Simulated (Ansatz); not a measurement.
# MoS2: molecular dynamics, part 2 of 2

Purpose: to heat the crystal hard, then cool it somewhat, and see whether it keeps its order. Runs: 200 steps of 1.5 fs at constant energy, with velocities drawn for 8400 K; 300 steps of 1.5 fs under a Langevin thermostat at 2520 K. The start is the crystal (P6_3/mmc), its volume scaled by 1.15.

Ansatz 0.2.0; DFT PBE, plane waves, PAW, scalar-relativistic, no spin polarisation.

**8. What the atoms did**

The trajectory, every 12 steps (energies from step 0); msd is the mean square displacement from the start, the centre of mass held:

```csv
time (fs),T (K),potential energy change (meV/atom),msd S (Å²),msd Mo (Å²)
0.0,2415,0.0,0.000,0.000
18.0,2699,-10.0,0.049,0.019
36.0,2306,37.7,0.182,0.069
54.0,2130,88.1,0.304,0.138
72.0,2524,74.6,0.410,0.197
90.0,3206,36.9,0.528,0.240
108.0,2718,52.7,0.724,0.292
126.0,2665,51.7,0.899,0.335
144.0,2980,28.5,1.054,0.369
162.0,3232,-30.7,1.137,0.471
180.0,2438,13.3,1.171,0.557
198.0,1854,78.7,1.164,0.570
216.0,2043,87.1,1.149,0.563
234.0,1934,67.4,1.188,0.505
252.0,1578,97.3,1.240,0.452
270.0,1953,102.6,1.202,0.418
288.0,2118,110.7,1.151,0.382
306.0,2034,96.1,1.071,0.357
324.0,2444,48.5,0.980,0.334
342.0,2358,22.4,0.873,0.341
360.0,2640,-9.1,0.766,0.372
378.0,2711,-17.4,0.723,0.410
396.0,2453,-18.5,0.704,0.415
414.0,2226,10.7,0.720,0.423
432.0,2040,-2.6,0.734,0.445
450.0,2235,8.2,0.774,0.459
```

time (fs), T (K) and a bar:
```
      0.0       2415 #################
     19.5       2892 ##########################
     39.0       2182 #############
     58.5       2322 ################
     78.0       2792 ########################
     97.5       3045 #############################
    117.0       2845 #########################
    136.5       2924 ##########################
    156.0       3127 ##############################
    175.5       2579 ####################
    195.0       1823 #######
    214.5       2008 ##########
    235.5       2071 ###########
    255.0       1447 
    274.5       2199 #############
    294.0       2028 ##########
    313.5       2047 ###########
    333.0       2573 ####################
    352.5       2556 ####################
    372.0       2635 #####################
    391.5       2576 ####################
    411.0       2128 ############
    430.5       2073 ###########
    450.0       2235 ##############
```

Pair distribution over the second half of the run:

```csv
r (Å),g S–S,g Mo–S,g Mo–Mo
0.68,0.00,0.00,0.00
0.84,0.00,0.00,0.00
1.00,0.00,0.00,0.00
1.16,0.00,0.00,0.00
1.32,0.00,0.00,0.00
1.48,0.00,0.00,0.00
1.64,0.00,0.00,0.00
1.80,0.00,0.00,0.00
1.96,0.09,0.15,0.00
2.12,0.20,1.69,0.00
2.28,0.23,3.69,0.26
2.44,0.35,3.42,0.23
2.60,0.88,2.02,1.14
2.76,0.88,1.00,3.71
```

First peaks of g(r) that rise above 1 (not always the tallest), and, where a minimum follows, the mean number of second-named atoms round a first-named one up to the next minimum:

```csv
pair,peak (Å),height,minimum (Å),neighbours
Mo–S,2.36,3.9,-,-
```

Maxima of the velocity power spectrum (cm⁻¹, relative height; resolution about 150 cm⁻¹): 150 (100).

**9. Positions and forces**

Extended XYZ, with forces in eV/Å:

```xyz
24
Lattice="-3.300 -5.716 0.000 4.950 -2.858 0.000 0.000 0.000 12.887" Properties=species:S:1:pos:R:3:forces:R:3 pbc="T T T" time_fs=112.5 T=2841 dE=1.0186
Mo   -1.042   -4.312    4.231   -0.781    0.843   -1.284
Mo    2.962   -3.871    9.672    1.213   -1.177    0.863
S     1.802   -3.691    7.815   -0.347    2.397   -1.016
S     0.910   -5.397    3.313    0.623    0.329   -1.062
S     0.820   -3.901   10.782    3.634    0.163    0.551
S     0.062   -5.384    5.852    0.544   -0.389   -0.573
Mo    2.551   -4.043    2.471    0.335    1.139    1.132
Mo    1.995   -1.373    8.805   -2.568   -2.105   -3.079
S     4.893   -3.231    8.286   -0.067    0.445    1.073
S    -1.709   -4.823    1.779   -0.244    0.355    1.273
S     2.536   -3.473   13.149    0.080   -1.055   -0.079
S    -0.415   -2.014    3.301   -1.883   -0.678   -0.346
Mo    1.530   -1.057    3.732    0.901    1.879   -1.878
Mo    4.179   -0.822    9.837    4.027   -0.622    1.567
S     3.463    0.142    7.934   -1.625    0.844   -0.171
S     2.409   -1.619    1.431    0.915   -0.582    1.132
S     2.143   -1.064   10.985   -0.878   -0.427    1.909
S     2.191   -2.821    4.793    1.216   -1.732    0.170
Mo    1.285   -7.662    2.989   -2.075    0.305    0.433
Mo   -1.097   -4.592   10.448   -4.165    1.023   -0.324
S     3.182   -6.090    8.530   -0.408   -0.096    1.470
S    -3.857   -8.070   -1.263   -1.146    0.451   -0.359
S     1.424   -7.119   12.030    1.893   -0.427   -1.099
S    -3.135   -4.610    5.259    0.806   -0.883   -0.305
24
Lattice="-3.300 -5.716 0.000 4.950 -2.858 0.000 0.000 0.000 12.887" Properties=species:S:1:pos:R:3:forces:R:3 pbc="T T T" time_fs=225.0 T=2036 dE=1.9570
Mo   -0.913   -4.045    4.163    2.519   -2.541   -1.583
Mo    3.397   -4.192    9.514    0.375   -1.115    2.010
S     2.237   -3.224    7.905   -1.615    1.293   -1.954
S     0.698   -5.347    2.639   -0.392   -1.205    0.515
S     1.219   -4.385   10.477    0.268    0.083    1.138
S     0.517   -4.911    5.757    0.635   -0.031   -0.498
Mo    2.727   -4.175    3.037   -1.026    0.078   -0.684
Mo    1.764   -1.187    8.839    3.164   -0.758    0.944
S     4.989   -2.740    8.662   -0.192    0.839   -1.055
S    -2.208   -5.627    1.660    2.566   -1.724   -1.223
S     2.950   -4.798   13.611   -0.304    0.265    0.127
S    -0.171   -2.116    3.438    2.421    0.580   -0.172
Mo    2.073   -1.436    3.293    0.459    0.302   -0.558
Mo    4.556   -0.934   10.042    0.552    1.038    0.278
S     3.644    0.195    8.079   -1.892   -1.007   -0.289
S     3.241   -2.429    1.352   -1.245   -0.137    1.823
S     2.487   -1.275   11.099   -0.632    0.412    0.264
S     3.464   -2.842    4.897   -2.279    0.074    1.230
Mo    1.477   -7.826    3.246   -0.739    2.820    0.924
Mo   -1.558   -4.530   11.173    0.793   -0.044   -1.272
S     3.724   -5.951    8.311   -0.077   -0.753   -0.064
S    -3.673   -8.268   -1.338   -0.835    0.429    0.148
S     2.108   -7.123   12.989    0.641    0.915   -1.885
S    -2.261   -4.157    5.717   -3.165    0.187    1.837
24
Lattice="-3.300 -5.716 0.000 4.950 -2.858 0.000 0.000 0.000 12.887" Properties=species:S:1:pos:R:3:forces:R:3 pbc="T T T" time_fs=337.5 T=2427 dE=0.6984
Mo   -0.603   -4.740    4.120    0.237    3.964   -0.454
Mo    3.210   -4.365   10.103    0.758    0.408   -2.471
S     1.683   -3.144    7.433    0.216    0.351    2.175
S     1.531   -5.862    3.026   -1.983    0.462    0.272
S     1.011   -4.495   10.989    2.897   -0.342   -0.845
S     0.655   -4.957    5.857    0.933   -0.281    1.076
Mo    2.957   -4.217    2.947    0.481    1.331    2.709
Mo    1.647   -1.510    9.238   -1.338   -1.971    0.122
S     4.821   -3.213    8.316   -1.207    0.341    1.318
S    -1.619   -5.019    1.831   -0.081   -0.563    0.536
S     3.030   -4.257   13.767    0.153   -0.657   -3.662
S     0.058   -2.271    3.578   -0.846    0.247    0.009
Mo    2.078   -1.121    3.559   -1.151   -2.633   -0.013
Mo    4.672   -0.796    9.458   -3.738   -0.862    3.834
S     2.996   -0.281    8.078    0.815    1.356   -1.799
S     2.975   -2.061    1.770    1.549   -0.419   -1.217
S     2.531   -0.959   11.365   -0.527   -0.081   -0.548
S     3.064   -2.639    5.016   -0.618   -0.966    0.609
Mo    1.563   -8.039    3.551    1.457    0.769   -0.041
Mo   -1.151   -4.053   10.922   -0.929    0.031    2.409
S     3.368   -6.448    8.804    3.419    1.606   -2.688
S    -3.229   -7.678   -1.361   -1.733    0.112   -0.282
S     1.703   -6.683   12.068    1.302   -0.971   -0.637
S    -2.366   -4.040    5.542   -0.065   -1.230   -0.411
24
Lattice="-3.300 -5.716 0.000 4.950 -2.858 0.000 0.000 0.000 12.887" Properties=species:S:1:pos:R:3:forces:R:3 pbc="T T T" time_fs=450.0 T=2235 dE=0.1961
Mo   -0.804   -4.475    4.291    2.829    1.895   -2.240
Mo    3.196   -3.875    9.699    0.574   -0.113    0.345
S     1.583   -3.678    8.092    0.406    1.553   -0.113
S     1.004   -5.593    2.549    0.642    0.291    1.590
S     1.257   -4.488   11.062   -0.443    0.146    0.007
S     0.782   -5.318    5.606    1.593   -0.512    0.281
Mo    2.625   -3.734    3.233   -2.447   -1.681   -3.352
Mo    1.072   -1.514    9.015    0.859    0.510    0.484
S     4.642   -2.433    8.156    0.889   -3.445   -0.167
S    -1.669   -5.113    2.232   -1.465    1.297   -0.669
S     2.073   -3.740   13.634    0.651    0.910    0.996
S    -0.622   -1.990    3.845    2.795   -2.354    0.450
Mo    1.757   -1.385    3.479   -1.344    1.765   -2.050
Mo    4.479   -0.947    9.835    0.532    0.496    2.246
S     3.183   -0.253    8.127   -2.581    0.522   -0.709
S     3.251   -1.979    1.406   -1.036   -1.360    1.192
S     2.167   -0.707   11.068    0.814   -1.190   -1.010
S     2.188   -2.716    5.168    1.524   -1.115    2.442
Mo    1.421   -7.769    3.749   -0.404    0.694   -0.077
Mo   -1.127   -3.877   11.224    2.188    0.764    0.289
S     3.790   -6.147    9.136   -0.855    1.118   -2.252
S    -3.957   -7.551   -0.785   -0.287   -0.073   -0.286
S     1.945   -7.547   11.881   -2.227   -0.386    1.231
S    -1.945   -5.887    5.450   -3.207    0.268    1.373
```

Reading of run 2. Against a set 2520 K the second half averages 2223 K with a spread of 337 K (in equilibrium 24 atoms would scatter by about 420 K, over a far longer run). The atom that moves most swings out by 2.24 Å (the median distance to the nearest neighbour, bonds to H left out, is 2.25 Å), and none ends a neighbour distance from its start. Counted from the crystal's sites, with the common drift removed, the atoms stand 1.72 Å away over the last tenth of the run (root mean square), 68 % of the neighbour distance: well past the 10 to 20 % at which crystals usually melt, so the lattice order is being lost.

**10. Summary of results**

What follows sums up all 2 parts.

```
                                    quantity                                     value
                               run 1: length                       200 steps of 1.5 fs
     run 1: temperature, first and last step                           8400 and 3135 K
             run 1: temperature, second half          mean 2951 K, from 2387 to 3643 K
        run 1: potential energy, second half  +676 meV/atom from this run's first step
   run 1: largest change of the total energy                             1.40 meV/atom
run 1: mean square displacement, second half                          S 2.6, Mo 1.3 Å²
                               run 2: length                       300 steps of 1.5 fs
     run 2: temperature, first and last step                           2415 and 2235 K
             run 2: temperature, second half          mean 2223 K, from 1426 to 3043 K
        run 2: potential energy, second half   +42 meV/atom from this run's first step
run 2: mean square displacement, second half                      S 0.939, Mo 0.408 Å²
```

What this shows: Mean temperatures of the second halves: 2951 K, 2223 K. In the last run: counted from the crystal's sites, with the common drift removed, the atoms stand 1.72 Å away over the last tenth of the run (root mean square), 68 % of the neighbour distance: well past the 10 to 20 % at which crystals usually melt, so the lattice order is being lost. A run of 450 fs with 24 atoms shows the motion but fixes no equilibrium value. The settings are cheap ones for dynamics (low accuracy level or one k-point).
